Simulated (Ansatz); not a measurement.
A relaxation computed with Ansatz, from input to last step.

```yaml
crystal:
  lattice:
    - [-4.781620989, -4.601116942, 7.4744493696]
    - [6.375494652, -1.8404467768, 7.4744493696]
    - [-1.593873663, 6.4415637188, 7.4744493696]
  atoms:
    - { symbol: S, position: [0.617994763, 0.1312635121, 0.2539266963], spin: 0.143 }
    - { symbol: W, position: [0.0054685709, -0.0056981504, 0.0022209223] }
    - { symbol: W, position: [0.4619301203, 0.3900608479, 0.1504705685] }
    - { symbol: W, position: [0.9310689814, 0.7674933076, 0.3034479718] }
    - { symbol: W, position: [0.3815317852, 0.1513887119, 0.469451762] }
    - { symbol: W, position: [0.849213661, 0.5405795777, 0.6125172176] }
    - { symbol: W, position: [0.7726504439, 0.3130750493, 0.9167587978] }
    - { symbol: W, position: [0.2352320554, 0.6899707679, 0.0769185476] }
    - { symbol: W, position: [0.157456092, 0.4589160566, 0.3858422494] }
    - { symbol: W, position: [0.6166457845, 0.8407811527, 0.5450149163] }
    - { symbol: W, position: [0.0774561933, 0.2300485524, 0.694716528] }
    - { symbol: W, position: [0.5396683594, 0.6152520413, 0.8475171335] }
    - { symbol: W, position: [0.3102954169, 0.9219219448, 0.7700556664] }
    - { symbol: S, position: [0.0979304958, 0.4797804833, 0.6347963629] }
    - { symbol: S, position: [0.4064711574, 0.401963235, 0.4050380194] }
    - { symbol: S, position: [0.8686037671, 0.7892289052, 0.5535080537] }
    - { symbol: S, position: [0.3256267529, 0.1724840508, 0.7159139785] }
    - { symbol: S, position: [0.790647479, 0.561537461, 0.8610579969] }
    - { symbol: S, position: [0.2551058083, 0.9391981959, 0.0187088043] }
    - { symbol: S, position: [0.1792220693, 0.7066570687, 0.3270355401] }
    - { symbol: S, position: [0.6325684042, 0.0905496546, 0.4893410643], spin: 0.143 }
    - { symbol: S, position: [0.558361443, 0.8635053634, 0.7922061932] }
    - { symbol: S, position: [0.0195762247, 0.2470182177, 0.9443377103] }
    - { symbol: S, position: [0.4828920025, 0.6360494756, 0.0960981303] }
    - { symbol: S, position: [0.9550541706, 0.010196449, 0.2471797739], spin: 0.143 }
    - { symbol: S, position: [0.714717174, 0.3340694052, 0.1619512677], spin: 0.143 }
    - { symbol: S, position: [0.9577452826, 0.3396041313, 0.4946151769] }
    - { symbol: S, position: [0.2659038948, 0.2610949419, 0.2642213456] }
    - { symbol: S, position: [0.729037951, 0.6498339038, 0.4143060461] }
    - { symbol: S, position: [0.184571594, 0.0313531996, 0.574626235] }
    - { symbol: S, position: [0.65006286, 0.4208940091, 0.7206317071] }
    - { symbol: S, position: [0.1146592896, 0.7986331294, 0.877979952] }
    - { symbol: S, position: [0.0387573791, 0.5659966844, 0.1865765269] }
    - { symbol: S, position: [0.4896724726, 0.9496160392, 0.3534982199], spin: 0.143 }
    - { symbol: S, position: [0.4173452807, 0.7223997821, 0.6510092036] }
    - { symbol: S, position: [0.8803108778, 0.1080960951, 0.8051126377] }
    - { symbol: S, position: [0.3412688507, 0.494090194, 0.9542870467] }
    - { symbol: S, position: [0.8142398272, 0.8758860774, 0.1088996348], spin: 0.143 }
    - { symbol: S, position: [0.5728180686, 0.1892350524, 0.026607112], spin: 0.143 }
  host:
    lattice:
      - [1.593873663, 0.9202233884, 7.4744493696]
      - [-1.593873663, 0.9202233884, 7.4744493696]
      - [0.0, -1.8404467768, 7.4744493696]
    atoms:
      - { symbol: W, position: [0.0006774491, 0.0006774491, 0.0006774491] }
      - { symbol: S, position: [0.4040742703, 0.4040742703, 0.4040742703] }
      - { symbol: S, position: [0.2639482806, 0.2639482806, 0.2639482806] }
total_charge: 1
basis:
  ecutwfc: 420
  xc_grid: 2
kpoints:
  mp_grid: { grid: [2, 2, 2], shift: [0.5, 0.5, 0.5] }
hamiltonian:
  xc: pbe
scf:
  occupations: { method: gaussian, width: 0.01 }
output:
  forces: true
  stress: false
  eigenvalues: true
  populations: true
  charged_corrections:
    defect_position: [0.69298514, 0.07760053, 0.23144668]
    epsilon: [[11.5894, 0.0, 0.0], [0.0, 11.5894, 0.0], [0.0, 0.0, 3.2073]]
  write_density: true
  write_potential: true
  elf: true
  volumetric_format: npy
magnetization:
  spin_polarized: true
relax:
  adjacent_minimum: "off"
  f_tol: 0.025
  max_steps: 45
```

```bash
ansatz run input.yaml --threads 4 --pin off --max-ram 10240MiB --backend cpu --events-out ev --progress --plain --runs-dir out
```

These are results of DFT PBE, scalar-relativistic, plane waves, PAW (Ansatz 0.2.0), not measurements.

The cell holds a point defect: S on a W site (a), charge +1.

Of 5 frames 5 are shown, positions in Å and forces in eV/Å; the SCF threshold varies from step to step.

```xyz
39
Lattice="-4.7816 -4.6011 7.4744 6.3755 -1.8404 7.4744 -1.5939 6.4416 7.4744" Properties=species:S:1:pos:R:3:forces:R:3 pbc="T T T" step=1 free_energy_over_end_meV_per_atom=1.84
S    -2.5229   -1.4494    7.4983   -0.2437   -0.1516   -0.1222
W    -0.0660   -0.0004    0.0149   -0.3839   -0.1750    0.1851
W     0.0382   -1.8740    7.4928   -0.1407    0.2120   -0.2136
W    -0.0425   -3.7418   14.9639   -0.2335   -0.4317    0.2095
W    -1.6074    0.9899    7.4922    0.3045   -0.0273    0.0804
W    -1.5904   -0.9567   14.9662   -0.1855    0.0593    0.0009
W    -3.1597    1.7741   14.9675    0.3021    0.2010   -0.3574
W     3.1515   -1.8567    7.4903    0.1144    0.0620    0.0229
W     1.5579    0.9163    7.4910    0.0696    0.0923    0.0032
W     1.5431   -0.8739   14.9672    0.3271    0.2462    0.0906
W    -0.0110    3.6953    7.4911    0.0041   -0.0420   -0.0038
W    -0.0088    1.8439   14.9671   -0.1517   -0.0648   -0.0272
W     3.1666    1.8359   14.9659    0.0731   -0.0347    0.0148
S     1.5788    2.7555    9.0628    0.0063   -0.0210    0.0357
S    -0.0265   -0.0009    9.0700    0.0441   -0.0220    0.0252
S    -0.0038   -1.8836   16.5286    0.0837    0.0188    0.0418
S    -1.5984    2.7959    9.0742   -0.0224    0.0084    0.0194
S    -1.5729    0.8752   16.5428   -0.0112    0.0119    0.0297
S     4.7382   -2.7818    9.0666    0.0092    0.0271    0.0232
S     3.1271   -0.0186    9.0659    0.0140    0.0183    0.0219
S    -3.2274    0.0749    9.0625   -0.1786    0.1637    0.0646
S     1.5727    0.9447   16.5490    0.0039   -0.0336   -0.0132
S    -0.0239    5.5383    9.0511    0.0599    0.0524    0.0530
S     1.5930   -2.7734    9.0818   -0.0025   -0.0019    0.0333
S    -4.8957   -2.8209    9.0623   -0.0744   -0.0015    0.0939
S    -1.5458   -2.8601    9.0496   -0.0678    0.0733    0.1502
S    -3.2028   -1.8456   13.3939    0.0050   -0.0123   -0.0374
S    -0.0280   -0.0020    5.9139    0.0374    0.0161   -0.0011
S    -0.0033   -1.8816   13.4030    0.1171    0.0316   -0.0651
S    -1.5985    2.7946    5.9089   -0.0077    0.0276   -0.0130
S    -1.5735    0.8763   13.3911   -0.0097    0.0378   -0.0329
S     3.1440    3.6582   13.3888    0.0205    0.0292   -0.0232
S     3.1258   -0.0182    5.9148    0.0536    0.0143   -0.0646
S     3.1494   -1.7237   13.4001   -0.1695   -0.1768   -0.1111
S     1.5724    0.9437   13.3849   -0.0127   -0.0011    0.0071
S    -4.8034    0.9368   13.4056    0.0516    0.0506   -0.0501
S    -0.0028    3.6675   13.3766   -0.0176   -0.0071   -0.0145
S     1.5172   -4.6570   13.4467   -0.0654    0.1288   -0.4042
S    -1.5749   -2.8125    5.8948    0.2772   -0.3785    0.3483
39
Lattice="-4.7816 -4.6011 7.4744 6.3755 -1.8404 7.4744 -1.5939 6.4416 7.4744" Properties=species:S:1:pos:R:3:forces:R:3 pbc="T T T" step=2 free_energy_over_end_meV_per_atom=1.57
S    -2.5475   -1.4731    7.4904   -0.0325   -0.0022   -0.0291
W    -0.1270   -0.0079    0.0185    0.3704   -0.0696    0.0399
W     0.0313   -1.8374    7.4883    0.1029   -0.1412    0.0616
W    -0.0816   -3.7995   14.9781    0.1606    0.3582   -0.0250
W    -1.5788    0.9699    7.4884   -0.0305    0.1971    0.0108
W    -1.5909   -0.9483   14.9641    0.0610    0.0031    0.0030
W    -3.1137    1.7830   14.9615   -0.1634    0.0327    0.0339
W     3.1496   -1.8489    7.4934   -0.1863   -0.1565   -0.0171
W     1.5798    0.9326    7.4900   -0.1586   -0.1508    0.0017
W     1.5871   -0.8409   14.9683   -0.1439   -0.1884   -0.0336
W     0.0010    3.7032    7.4910   -0.0347   -0.0952    0.0064
W    -0.0220    1.8469   14.9653    0.1583   -0.0697    0.0284
W     3.1771    1.8396   14.9680   -0.1592    0.0774   -0.0151
S     1.5876    2.7635    9.0705    0.0297    0.0916   -0.0445
S     0.0063    0.0142    9.0830   -0.1633   -0.0094   -0.1608
S     0.0250   -1.8902   16.5002   -0.0251   -0.0042    0.1428
S    -1.5866    2.7868    9.0670    0.0495    0.0345    0.0223
S    -1.5618    0.8724   16.5579    0.0154   -0.0181   -0.0710
S     4.7094   -2.7903    9.0875    0.0901   -0.0605   -0.1045
S     3.1004   -0.0336    9.0967    0.0420    0.0764   -0.1127
S    -3.2211    0.0792    9.0603   -0.0531    0.0559   -0.0333
S     1.5746    0.9662   16.5513    0.0216   -0.0385   -0.0164
S    -0.0156    5.5710    9.0279   -0.0830   -0.0479    0.0853
S     1.5786   -2.7623    9.0763   -0.0195   -0.0177   -0.0269
S    -4.9605   -2.8609    9.1063    0.1344    0.0802   -0.2679
S    -1.5446   -2.8474    9.0571   -0.0145    0.0372   -0.0201
S    -3.1953   -1.8366   13.3841    0.0457    0.0839    0.0396
S     0.0059    0.0189    5.8968   -0.1412   -0.0516    0.1252
S     0.0312   -1.8981   13.4382   -0.0586    0.0139   -0.1082
S    -1.5869    2.7910    5.9154    0.0355    0.0202   -0.0215
S    -1.5589    0.8740   13.3693    0.0172   -0.0586    0.0632
S     3.1167    3.6509   13.3737    0.0819   -0.0502    0.1144
S     3.1136   -0.0309    5.8909    0.0067    0.0717    0.1409
S     3.1484   -1.7485   13.3885   -0.0029    0.0113    0.0872
S     1.5757    0.9672   13.3831    0.0282   -0.0549    0.0272
S    -4.8027    0.9684   13.4273   -0.0507   -0.0292   -0.0958
S    -0.0126    3.6790   13.3814    0.0042    0.0019    0.0059
S     1.4278   -4.6924   13.3816    0.1451    0.0586    0.2117
S    -1.5329   -2.8460    5.9207   -0.0792    0.0087   -0.0482
39
Lattice="-4.7816 -4.6011 7.4744 6.3755 -1.8404 7.4744 -1.5939 6.4416 7.4744" Properties=species:S:1:pos:R:3:forces:R:3 pbc="T T T" step=3 free_energy_over_end_meV_per_atom=0.05
S    -2.5543   -1.4703    7.4919    0.0152    0.0206   -0.0358
W    -0.0904   -0.0057    0.0178   -0.0072   -0.0433    0.0348
W     0.0274   -1.8562    7.4900    0.0220    0.0232    0.0119
W    -0.0586   -3.7674   14.9730   -0.0212   -0.0153    0.0098
W    -1.5970    0.9819    7.4900    0.0548    0.0033    0.0027
W    -1.5895   -0.9508   14.9655   -0.0071   -0.0117    0.0019
W    -3.1313    1.7787   14.9633   -0.0038    0.0108   -0.0114
W     3.1507   -1.8548    7.4927   -0.0102    0.0062   -0.0052
W     1.5646    0.9267    7.4905    0.0028   -0.0168   -0.0009
W     1.5668   -0.8545   14.9674   -0.0189    0.0004   -0.0103
W    -0.0040    3.6990    7.4909    0.0000   -0.0160    0.0008
W    -0.0149    1.8395   14.9661    0.0137    0.0094    0.0116
W     3.1727    1.8368   14.9673   -0.0118    0.0115   -0.0054
S     1.5848    2.7634    9.0670   -0.0007   -0.0070   -0.0067
S    -0.0187    0.0061    9.0716   -0.0238   -0.0007   -0.0099
S     0.0152   -1.8828   16.5207   -0.0133   -0.0064   -0.0001
S    -1.5914    2.7933    9.0722    0.0049   -0.0027    0.0004
S    -1.5657    0.8725   16.5512    0.0062    0.0067   -0.0068
S     4.7300   -2.7878    9.0750    0.0020    0.0185   -0.0083
S     3.1149   -0.0213    9.0778    0.0046   -0.0037   -0.0124
S    -3.2348    0.0807    9.0589   -0.0029    0.0418    0.0104
S     1.5756    0.9530   16.5507    0.0084    0.0112    0.0086
S    -0.0147    5.5547    9.0439   -0.0243   -0.0093   -0.0067
S     1.5815   -2.7710    9.0768    0.0056    0.0090    0.0033
S    -4.9167   -2.8347    9.0760   -0.0073    0.0051   -0.0556
S    -1.5553   -2.8504    9.0569    0.0123    0.0264    0.0095
S    -3.1967   -1.8371   13.3887    0.0034   -0.0091    0.0065
S    -0.0189    0.0081    5.9094   -0.0172   -0.0159   -0.0010
S     0.0183   -1.8860   13.4159   -0.0238   -0.0055    0.0116
S    -1.5919    2.7952    5.9108    0.0010   -0.0050   -0.0009
S    -1.5637    0.8725   13.3785    0.0072   -0.0075    0.0077
S     3.1368    3.6536   13.3851   -0.0002    0.0237    0.0120
S     3.1223   -0.0199    5.9076    0.0020   -0.0051    0.0212
S     3.1378   -1.7450   13.3919    0.0297   -0.0295    0.0343
S     1.5760    0.9537   13.3835    0.0119    0.0072   -0.0061
S    -4.7985    0.9532   13.4117   -0.0139   -0.0059    0.0045
S    -0.0108    3.6708   13.3813    0.0140    0.0135   -0.0107
S     1.4784   -4.6676   13.4094   -0.0329   -0.0006   -0.0024
S    -1.5505   -2.8456    5.9198    0.0191   -0.0316   -0.0068
39
Lattice="-4.7816 -4.6011 7.4744 6.3755 -1.8404 7.4744 -1.5939 6.4416 7.4744" Properties=species:S:1:pos:R:3:forces:R:3 pbc="T T T" step=4 free_energy_over_end_meV_per_atom=0.01
S    -2.5494   -1.4671    7.4892   -0.0216   -0.0102    0.0030
W    -0.0913   -0.0095    0.0191    0.0101    0.0302   -0.0074
W     0.0295   -1.8553    7.4917   -0.0019   -0.0131    0.0010
W    -0.0627   -3.7686   14.9692    0.0086    0.0091   -0.0062
W    -1.5930    0.9836    7.4908   -0.0088    0.0022    0.0003
W    -1.5914   -0.9526   14.9677   -0.0024    0.0036   -0.0152
W    -3.1313    1.7788   14.9656    0.0058   -0.0006    0.0051
W     3.1505   -1.8539    7.4925    0.0001    0.0011    0.0028
W     1.5619    0.9237    7.4921    0.0151    0.0080   -0.0116
W     1.5648   -0.8531   14.9654   -0.0052   -0.0129    0.0104
W    -0.0036    3.6981    7.4915   -0.0047   -0.0140    0.0040
W    -0.0130    1.8418   14.9663    0.0114   -0.0110    0.0076
W     3.1724    1.8386   14.9672    0.0050    0.0031   -0.0017
S     1.5833    2.7608    9.0685    0.0013    0.0011   -0.0013
S    -0.0217    0.0055    9.0742    0.0039   -0.0019   -0.0012
S     0.0135   -1.8844   16.5193    0.0106    0.0010    0.0026
S    -1.5910    2.7948    9.0728    0.0007   -0.0001   -0.0014
S    -1.5635    0.8733   16.5512   -0.0028   -0.0032    0.0029
S     4.7298   -2.7852    9.0758   -0.0057   -0.0086   -0.0015
S     3.1153   -0.0218    9.0778    0.0000    0.0006    0.0048
S    -3.2348    0.0889    9.0575    0.0002   -0.0006    0.0093
S     1.5768    0.9547   16.5505   -0.0008   -0.0024    0.0014
S    -0.0162    5.5530    9.0454   -0.0051    0.0024   -0.0041
S     1.5836   -2.7691    9.0784    0.0010   -0.0030   -0.0032
S    -4.9117   -2.8309    9.0633    0.0013   -0.0072   -0.0021
S    -1.5494   -2.8503    9.0613   -0.0006    0.0117   -0.0154
S    -3.1974   -1.8403   13.3902    0.0010    0.0019    0.0044
S    -0.0205    0.0049    5.9086    0.0039    0.0074    0.0009
S     0.0131   -1.8861   13.4152    0.0036    0.0005    0.0040
S    -1.5917    2.7950    5.9108    0.0060    0.0080   -0.0028
S    -1.5625    0.8710   13.3815   -0.0084    0.0060    0.0022
S     3.1364    3.6564   13.3852    0.0002   -0.0050   -0.0027
S     3.1180   -0.0209    5.9073   -0.0044   -0.0018    0.0065
S     3.1412   -1.7492   13.3965   -0.0006   -0.0033   -0.0045
S     1.5778    0.9558   13.3822   -0.0036   -0.0025   -0.0020
S    -4.7991    0.9521   13.4131   -0.0031    0.0032    0.0018
S    -0.0089    3.6726   13.3804   -0.0043    0.0024    0.0010
S     1.4684   -4.6701   13.4030   -0.0050   -0.0104   -0.0007
S    -1.5465   -2.8504    5.9200   -0.0005    0.0084    0.0086
39
Lattice="-4.7816 -4.6011 7.4744 6.3755 -1.8404 7.4744 -1.5939 6.4416 7.4744" Properties=species:S:1:pos:R:3:forces:R:3 pbc="T T T" step=5 free_energy_over_end_meV_per_atom=0.00
S    -2.5517   -1.4680    7.4911   -0.0025    0.0018    0.0014
W    -0.0916   -0.0081    0.0173   -0.0003   -0.0026    0.0005
W     0.0296   -1.8553    7.4920   -0.0018   -0.0025    0.0038
W    -0.0621   -3.7681   14.9679    0.0006    0.0007   -0.0033
W    -1.5935    0.9832    7.4911   -0.0010   -0.0008   -0.0027
W    -1.5911   -0.9518   14.9669    0.0018   -0.0019    0.0016
W    -3.1315    1.7794   14.9670    0.0009   -0.0023   -0.0007
W     3.1504   -1.8542    7.4923    0.0003    0.0013   -0.0001
W     1.5632    0.9245    7.4914    0.0009    0.0010    0.0006
W     1.5650   -0.8543   14.9667   -0.0006    0.0033   -0.0029
W    -0.0038    3.6978    7.4914    0.0019   -0.0002    0.0010
W    -0.0123    1.8408   14.9674   -0.0058    0.0016   -0.0004
W     3.1728    1.8380   14.9667   -0.0014   -0.0011   -0.0009
S     1.5840    2.7613    9.0679    0.0000    0.0013   -0.0004
S    -0.0205    0.0058    9.0737    0.0012    0.0008   -0.0007
S     0.0141   -1.8846   16.5195   -0.0023   -0.0009   -0.0017
S    -1.5909    2.7944    9.0726    0.0003    0.0015    0.0017
S    -1.5638    0.8727   16.5520    0.0007    0.0017   -0.0001
S     4.7298   -2.7859    9.0748    0.0015    0.0014   -0.0019
S     3.1165   -0.0214    9.0774   -0.0013   -0.0006   -0.0007
S    -3.2346    0.0890    9.0596    0.0027    0.0007    0.0052
S     1.5777    0.9538   16.5511    0.0000    0.0012    0.0014
S    -0.0178    5.5534    9.0448    0.0014    0.0008   -0.0011
S     1.5842   -2.7697    9.0786   -0.0023    0.0010   -0.0018
S    -4.9107   -2.8308    9.0612    0.0011    0.0003    0.0002
S    -1.5497   -2.8485    9.0613    0.0014    0.0000    0.0021
S    -3.1971   -1.8393   13.3899   -0.0001   -0.0008    0.0002
S    -0.0200    0.0057    5.9091   -0.0006   -0.0018    0.0006
S     0.0138   -1.8854   13.4150    0.0000   -0.0005    0.0005
S    -1.5911    2.7951    5.9104   -0.0011   -0.0018    0.0007
S    -1.5635    0.8728   13.3822    0.0013   -0.0006    0.0000
S     3.1357    3.6553   13.3844    0.0003    0.0013    0.0004
S     3.1179   -0.0213    5.9071    0.0006   -0.0004    0.0007
S     3.1406   -1.7508   13.3973    0.0001    0.0020   -0.0015
S     1.5775    0.9544   13.3827    0.0002   -0.0018    0.0007
S    -4.7989    0.9528   13.4134    0.0008   -0.0016    0.0009
S    -0.0097    3.6720   13.3811    0.0026   -0.0022   -0.0012
S     1.4668   -4.6715   13.3996   -0.0027    0.0024   -0.0012
S    -1.5483   -2.8486    5.9223    0.0012   -0.0018   -0.0012
```

Time: 3.1 min on 4 threads of Intel(R) Xeon(R) 6975P-C (Granite Rapids) (shared host), peak memory 3.7 GiB.

Spin-orbit coupling is left out, which matters for the bands of heavy elements.